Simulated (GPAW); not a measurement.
# CrO2 (Fm-3m) in GPAW: reference runs

Reference runs on CrO2: the cell as given.

Program: GPAW 26.7.0. These are calculated values, not measurements. Logs are shortened: lines on timing, memory, paths and dates and some standing lists are left out, and cuts for length are marked. The log counts tension as positive stress, the text compression.

## (1) Starting point

The structure is cubic, space group Fm-3m (No. 225). The conventional cell has a = 4.766 Å, b = 4.766 Å, c = 4.766 Å, α = 90.00°, β = 90.00°, γ = 90.00°. Around Cr (site symmetry m-3m) lie 8 O at 2.06 Å. O (site symmetry -43m) has 4 Cr at 2.06 Å as nearest neighbours.

Measurements of this composition are mostly on another form, of space group No. 136.

## (2) Single point, PBE, collinear spin, ferromagnetic start

Contents of run.py:

```python
from ase import Atoms
from ase.dft.bandgap import bandgap
from ase.io import write
from ase.units import Bohr, GPa
from gpaw import GPAW, PW
from gpaw.elf import elf_from_dft_calculation

atoms = Atoms(['Cr', 'O', 'O'],
              cell=[[0.0, 2.383065, 2.383065],
                    [2.383065, 0.0, 2.383065],
                    [2.383065, 2.383065, 0.0]],
              scaled_positions=[[0.0, 0.0, 0.0],
                                [0.25, 0.25, 0.25],
                                [0.75, 0.75, 0.75]],
              pbc=True)
atoms.set_initial_magnetic_moments([3.0, 0.0, 0.0])

calc = GPAW(mode=PW(800),
            xc='PBE',
            kpts={'size': (10, 10, 10), 'gamma': True},
            occupations={'name': 'fermi-dirac', 'width': 0.05},
            nbands=20,
            convergence={'density': 1e-05, 'energy': 1e-05},
            maxiter=150,
            txt='gpaw.txt')
atoms.calc = calc
energy = atoms.get_potential_energy()
forces = atoms.get_forces()
stress = atoms.get_stress()
calc.write('gs.gpw')
write('result.traj', atoms)
print(f'Energy: {energy:.6f} eV')
print('Forces (eV/A):')
print(forces.round(4))
print('Stress (GPa):', (stress / GPa).round(3))
print('Moments:', calc.get_magnetic_moments().round(3))
print('Fermi level:', round(calc.get_fermi_level(), 4), 'eV')
print(f'Gap: {bandgap(calc)[0]:.4f} eV, direct: {bandgap(calc, direct=True)[0]:.4f} eV')

# fields on the real-space grid
write('density.cube', atoms, data=calc.get_pseudo_density() * Bohr**3)
write('potential.cube', atoms, data=calc.get_electrostatic_potential())
write('spin.cube', atoms, data=(calc.get_pseudo_density(spin=0) - calc.get_pseudo_density(spin=1)) * Bohr**3)
write('elf.cube', atoms, data=elf_from_dft_calculation(calc).data)
```

Potentials or basis: GPAW PAW data sets (gpaw-data 1.2.1), pw.

On the command line:

```console
> OMP_NUM_THREADS=1 python run.py
```

gpaw.txt:

```text
__  _  _
 | _ |_)|_||  |
 |__||  | ||/\| - 26.7.0

Input parameters:
  mode=PW(ecut=800.0),
  convergence={'density': 1e-05, 'energy': 1e-05},
  kpts=MonkhorstPack(size=(10, 10, 10), gamma=True),
  maxiter=150,
  nbands=20,
  occupations=Occupations(name='fermi-dirac', width=0.05),
  xc=XC(name='PBE')

Diagonalizing LCAO Hamiltonian
Converting LCAO to pw mode

                   O

           O

       Cr

Atoms  # Å, Bohr magnetons
|   | symbol |        x |        y |        z |    initial magnetic moments |
|---|--------|----------|----------|----------|-----------------------------|
| 0 |     Cr | 0.000000 | 0.000000 | 0.000000 | ( 0.0000,  0.0000,  3.0000) |
| 1 |      O | 1.191533 | 1.191533 | 1.191533 | ( 0.0000,  0.0000,  0.0000) |
| 2 |      O | 3.574598 | 3.574598 | 3.574598 | ( 0.0000,  0.0000,  0.0000) |

Unit cell  # Å
| periodic |        x |        y |        z |  lengths |    angles |
|----------|----------|----------|----------|----------|-----------|
|      yes | 0.000000 | 2.383065 | 2.383065 | 3.370163 | 60.000000 |
|      yes | 2.383065 | 0.000000 | 2.383065 | 3.370163 | 60.000000 |
|      yes | 2.383065 | 2.383065 | 0.000000 | 3.370163 | 60.000000 |

Number of symmetries: 48
Symmetry operations  # r_c * U_cc + t_c -> r_c
|    | kind |            matrix            |
|----|------|------------------------------|
|  0 |  σ   |  1, 0, 0,  1, 0,-1,  1,-1, 0 |
|  1 |  C2  |  1, 0, 0,  1,-1, 0,  1, 0,-1 |
|  2 |  E   |  1, 0, 0,  0, 1, 0,  0, 0, 1 |
|  3 |  σ   |  1, 0, 0,  0, 0, 1,  0, 1, 0 |
|  4 |  C4  |  1, 0,-1,  1, 0, 0,  1,-1, 0 |
|  5 |  S6  |  1, 0,-1,  1,-1, 0,  1, 0, 0 |
|  6 |  σ   |  1, 0,-1,  0, 1,-1,  0, 0,-1 |
|  7 |  C3  |  1, 0,-1,  0, 0,-1,  0, 1,-1 |
|  8 |  S6  |  1,-1, 0,  1, 0, 0,  1, 0,-1 |
|  9 |  C4  |  1,-1, 0,  1, 0,-1,  1, 0, 0 |
| 10 |  C3  |  1,-1, 0,  0,-1, 1,  0,-1, 0 |
| 11 |  σ   |  1,-1, 0,  0,-1, 0,  0,-1, 1 |
| 12 |  σ   |  0, 1, 0,  1, 0, 0,  0, 0, 1 |
| 13 |  C4  |  0, 1, 0,  0, 1,-1, -1, 1, 0 |
| 14 |  C3  |  0, 1, 0,  0, 0, 1,  1, 0, 0 |
| 15 |  S6  |  0, 1, 0, -1, 1, 0,  0, 1,-1 |
| 16 |  C2  |  0, 1,-1,  1, 0,-1,  0, 0,-1 |
| 17 |  σ   |  0, 1,-1,  0, 1, 0, -1, 1, 0 |
| 18 |  S4  |  0, 1,-1,  0, 0,-1,  1, 0,-1 |
| 19 |  C4  |  0, 1,-1, -1, 1, 0,  0, 1, 0 |
| 20 |  C3  |  0, 0, 1,  1, 0, 0,  0, 1, 0 |
| 21 |  σ   |  0, 0, 1,  0, 1, 0,  1, 0, 0 |
| 22 |  S6  |  0, 0, 1,  0,-1, 1, -1, 0, 1 |
| 23 |  C4  |  0, 0, 1, -1, 0, 1,  0,-1, 1 |
| 24 |  S4  |  0, 0,-1,  1, 0,-1,  0, 1,-1 |
| 25 |  C3  |  0, 0,-1,  0, 1,-1,  1, 0,-1 |
| 26 |  C2  |  0, 0,-1,  0,-1, 0, -1, 0, 0 |
| 27 |  S6  |  0, 0,-1, -1, 0, 0,  0,-1, 0 |
| 28 |  S4  |  0,-1, 1,  1,-1, 0,  0,-1, 0 |
| 29 |  C4  |  0,-1, 1,  0, 0, 1, -1, 0, 1 |
| 30 |  C2  |  0,-1, 1,  0,-1, 0,  1,-1, 0 |
| 31 |  σ   |  0,-1, 1, -1, 0, 1,  0, 0, 1 |
| 32 |  C3  |  0,-1, 0,  1,-1, 0,  0,-1, 1 |
| 33 |  S6  |  0,-1, 0,  0, 0,-1, -1, 0, 0 |
| 34 |  S4  |  0,-1, 0,  0,-1, 1,  1,-1, 0 |
| 35 |  C2  |  0,-1, 0, -1, 0, 0,  0, 0,-1 |
| 36 |  C2  | -1, 1, 0,  0, 1, 0,  0, 1,-1 |
| 37 |  S6  | -1, 1, 0,  0, 1,-1,  0, 1, 0 |
| 38 |  S4  | -1, 1, 0, -1, 0, 1, -1, 0, 0 |
| 39 |  C3  | -1, 1, 0, -1, 0, 0, -1, 0, 1 |
| 40 |  S6  | -1, 0, 1,  0, 0, 1,  0,-1, 1 |
| 41 |  C2  | -1, 0, 1,  0,-1, 1,  0, 0, 1 |
| 42 |  C3  | -1, 0, 1, -1, 1, 0, -1, 0, 0 |
| 43 |  S4  | -1, 0, 1, -1, 0, 0, -1, 1, 0 |
| 44 |  C2  | -1, 0, 0,  0, 0,-1,  0,-1, 0 |
| 45 |  i   | -1, 0, 0,  0,-1, 0,  0, 0,-1 |
| 46 |  σ   | -1, 0, 0, -1, 1, 0, -1, 0, 1 |
| 47 |  C2  | -1, 0, 0, -1, 0, 1, -1, 1, 0 |

BZ-sampling:
  Number of BZ points: 1000
  Number of IBZ points: 47

  Monkhorst-Pack size: [10, 10, 10]
  Monkhorst-Pack shift: [0.05, 0.05, 0.05]

K-points  # in reciprocal-cell coordinates
|     |                                coordinates |     weight |
|-----|--------------------------------------------|------------|
|   0 | (  0.00000000,   0.00000000,   0.00000000) | 0.00100000 |
|   1 | (  0.10000000,   0.10000000,   0.00000000) | 0.00600000 |
|   2 | (  0.10000000,   0.10000000,   0.10000000) | 0.00800000 |
|   3 | (  0.20000000,   0.10000000,   0.10000000) | 0.01200000 |
|   4 | (  0.20000000,   0.20000000,   0.00000000) | 0.00600000 |
|   5 | (  0.20000000,   0.20000000,   0.10000000) | 0.02400000 |
|   6 | (  0.20000000,   0.20000000,   0.20000000) | 0.00800000 |
|   7 | (  0.30000000,   0.20000000,   0.10000000) | 0.02400000 |
|   8 | (  0.30000000,   0.20000000,   0.20000000) | 0.02400000 |
|   9 | (  0.30000000,   0.30000000,   0.00000000) | 0.00600000 |
| ... |                                            |            |
|  46 | (  0.50000000,   0.50000000,   0.50000000) | 0.00400000 |

Plane wave coefficients: 1411
Cutoff: 800.0 eV

Spin-components: 2 (collinear spins)
Bands:           20
Projectors:      16
Spin-degeneracy: 1
Datatype:        complex128

Parallelization:
  kpt:    1
  domain: 1
  band:   1

Density:
  Valence electrons: 18.0
  Components: 2
  Grid points: [24 24 24]
  Charge: 0.0  # |e|

Potential:
  Grid points: [24 24 24]

species:
  Cr:
    name:    Chromium
    Z:       24.0
    valence: 6
    core:    18
    charge:  0.0  # [|e|]
    compensation charges:
      type: gauss
      rc: 0.35  # [Å]
      lmax: 2
    cutoffs:
      filter: 2.14  # [Å]
      core: 3.04  # [Å]
    projectors
    | kind |    occ | energy [eV] | rcut [Å] |
    |------|--------|-------------|----------|
    |   4s |  1.000 |      -4.007 |    1.164 |
    |   4p |  0.000 |      -0.989 |    1.217 |
    |   3d |  5.000 |      -2.913 |    1.111 |
    |    s |        |      23.205 |    1.164 |
    |    p |        |      26.223 |    1.217 |
    |    d |        |      24.299 |    1.111 |

    Using partial waves for Cr as LCAO basis

  O:
    name:    Oxygen
    Z:       8.0
    valence: 6
    core:    2
    charge:  0.0  # [|e|]
    compensation charges:
      type: gauss
      rc: 0.21  # [Å]
      lmax: 2
    cutoffs:
      filter: 1.17  # [Å]
      core: 0.83  # [Å]
    projectors
    | kind |    occ | energy [eV] | rcut [Å] |
    |------|--------|-------------|----------|
    |   2s |  2.000 |     -23.961 |    0.688 |
    |   2p |  4.000 |      -9.029 |    0.598 |
    |    s |        |       3.251 |    0.688 |
    |    p |        |      18.182 |    0.598 |
    |    d |        |       0.000 |    0.619 |

    Using partial waves for O as LCAO basis

Reference energy: -32664.082052  # eV

eigensolver:
  PPCG
  Converge bands: occupied
  niter=2

density mixing:
  MSR1-Mixer
  Pratt-step length: 0.05
  Maximum mixing coefficient: 0.75
  Old densities: 10
  SVD Regularization: 0.005
  Good broyden scale: 1.0
  Trust region scale: 1.0
  Backstep threshold: 4.0
  History deletion threshold: 6.0
  Fourier metric: weight=20.0, sigma=0.015

occupation numbers:
  Fermi-Dirac:
    width: 0.0500  # eV

poisson solver:
  ecut: 6400.0  # eV

xc functional:
  name: PBE with 2 nearest neighbor stencil

convergence criteria:
- Maximum integral of absolute [dens]ity change: 1e-05 electrons / valence electron
- Maximum [total energy] change in last 3 cyles: 1e-05 eV / valence electron
- Maximum integral of absolute [eigenst]ate change: 4e-08 eV^2 / valence electron
maximum number of iterations: 150

SCF iterations
|iter     | |      energy | eigst |  dens |  magmom |
|---------|-|-------------|-------|-------|---------|
|iter:   1| |  -26.440265 | +0.14 |       |  +2.9832|
|iter:   2| |  -25.339967 | -1.78 | -0.61 |  +2.9340|
|iter:   3| |  -24.516114 | -1.22 | -0.69 |  +2.6397|
|iter:   4| |  -24.421257 | -2.18 | -0.91 |  +2.5285|
|iter:   5| |  -24.520389 | -2.02 | -1.09 |  +2.1972|
|iter:   6| |  -24.538190 | -3.01 | -1.43 |  +2.0024|
|iter:   7| |  -24.535486 | -4.06 | -2.09 |  +1.9996|
|iter:   8| |  -24.535187 | -4.74 | -2.59 |  +1.9995|
|iter:   9| |  -24.535190 | -6.60 | -3.58 |  +1.9998|
|iter:  10| |  -24.535192c| -7.36 | -3.78 |  +2.0001|
|iter:  11| |  -24.535193c| -7.80c| -4.39 |  +2.0001|
|iter:  12| |  -24.535193c| -7.73c| -4.57 |  +2.0000|
|iter:  13| |  -24.535193c| -8.67c| -5.57c|  +2.0000|

Converged in 13 steps
Energy contributions relative to reference atoms: (reference = -32664.082052)

Energy contributions:
  Kinetic:         -11.827646
  Coulomb:           2.711962
  Zero:              0.708006
  External:          0.000000
  Xc:              -16.127314
  Entropy:          -0.000402
  Spinorbit:         0.000000
  ----------------------------
  Free energy:     -24.535394
  Extrapolated:    -24.535193

dipole moment: (-11.870878, -11.870878, -11.870878)  # |e|*Ang

Total magnetic moment: (0.000000, 0.000000, 2.000013)

Local magnetic moments
|        x |        y |         z |
|----------|----------|-----------|
| 0.000000 | 0.000000 |  2.168408 |  # Cr   0
| 0.000000 | 0.000000 | -0.104593 |  # O    1
| 0.000000 | 0.000000 | -0.104593 |  # O    2

Fermi level: 7.570
Eigenvalues  # (at kpt = [0.000, 0.000, 0.000])
| band index |      eig [eV] | occ [0-1] |      eig [eV] | occ [0-1] |
|------------|---------------|-----------|---------------|-----------|
|          0 |       -12.603 |     1.000 |       -12.756 |     1.000 |
|          1 |        -8.390 |     1.000 |        -8.684 |     1.000 |
|          2 |         1.201 |     1.000 |         1.456 |     1.000 |
|          3 |         1.201 |     1.000 |         1.456 |     1.000 |
|          4 |         1.201 |     1.000 |         1.456 |     1.000 |
|          5 |         5.685 |     1.000 |         6.225 |     1.000 |
[... 9 lines left out ...]
|         15 |        15.767 |     0.000 |        17.289 |     0.000 |
|         16 |        15.767 |     0.000 |        17.289 |     0.000 |
|        ... |               |           |               |           |
|         19 |        20.791 |     0.000 |        23.685 |     0.000 |

Gap: 0.206 eV
Transition (v -> c):
  (s=0, k=41, n=9, [0.50, 0.50, 0.00]) -> (s=0, k=46, n=10, [0.50, 0.50, 0.50])
Direct/indirect transitions are different
Direct gap: 0.211 eV
Transition at: (s=0, k=41, n=9, [0.50, 0.50, 0.00])

Forces  # eV/Ang
|        x |        y |        z |
|----------|----------|----------|
|  0.00000 |  0.00000 |  0.00000 |  # Cr   0
| -0.00000 | -0.00000 |  0.00000 |  # O    1
| -0.00000 | -0.00000 | -0.00000 |  # O    2

Stress tensor  # eV/Ang^3
|        x |        y |        z |
|----------|----------|----------|
| 0.036912 | 0.000000 | 0.000000 |
| 0.000000 | 0.036912 | 0.000000 |
| 0.000000 | 0.000000 | 0.036912 |

# Writing to gs.gpw (mode='')
```

Wall time 57 s (1 thread of AMD EPYC 7B13 (Zen 3), shared host); peak memory 0.21 GiB.

What came out:

- Free energy: -24.5354 eV
- Pressure: -5.9 GPa
- Band gap on the k mesh: 0.21 eV, indirect (least direct gap 0.21 eV)
- Net moment: 2.00 μB per cell
- Site moments: Cr +2.17; O -0.10 μB

Caveat: a cell with one magnetic atom can't hold antiferromagnetic order, which such compounds often take. A hybrid or GW would open this gap; PBE tends to underestimate it.
